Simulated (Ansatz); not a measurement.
Runs of Ansatz 0.2.0 on Ag. It takes space group P6_3/mmc (No. 194, hexagonal). Conventional cell: a = 2.930 Å, b = 2.930 Å, c = 4.790 Å, α = 90.00°, β = 90.00°, γ = 120.00°. Around Ag (site symmetry -6m2) lie 12 Ag at 2.93 Å. This isn't the form of Ag at room conditions, which is fcc.

```tsv
task	level	cell	k mesh	cutoff (eV)	smearing	mesh quality	gap on the mesh (eV)	V0 of scaled cells (Å³/atom)	B0 (GPa)
equation of state	HSE06	as given	6 × 6 × 4	420	fermi-dirac 0.05 eV	coarse	-	17.91	85
equation of state	PBE0	as given	6 × 6 × 4	420	fermi-dirac 0.05 eV	coarse	-	17.94	(a)
relaxation of cell and atoms	HSE03+D3(BJ)	relaxed from: atoms moved at random, drawn with an rms of 0.02 Å	5 × 5 × 3	420	methfessel-paxton 0.2 eV	coarse	none	-	-
single point	r2SCAN0	as given	5 × 5 × 3	500	methfessel-paxton 0.1 eV	coarse	none	-	-
single point	LDA	as given	10 × 10 × 6	420	gaussian 0.05 eV	not flagged	none	-	-
```

Alike in all rows: potentials or basis Ansatz PAW; no spin polarisation.

Question: Fill in the values left out.

Answer: (a) 86.

Caveats: some runs use coarse meshes; the PAW data sets come from PBE, with cores solved anew for the run's functional, which leaves a small shift of forces and pressure; the cell was scaled at fixed shape and fractional positions, which overstates the stiffness of a crystal with free parameters, most of all of layers and chains (some runs); the plane-wave basis is chosen anew once the cell has moved, so the energies of steps on either side of that aren't comparable (some runs); pairwise dispersion overbinds metals, which lowers pressure and volume (some runs).

A k mesh can miss the band edges, and the runs leave out spin-orbit coupling on Ag.

A gap of «none» marks a metal or a gap under the smearing width.

Not every run made on this cell is shown here.
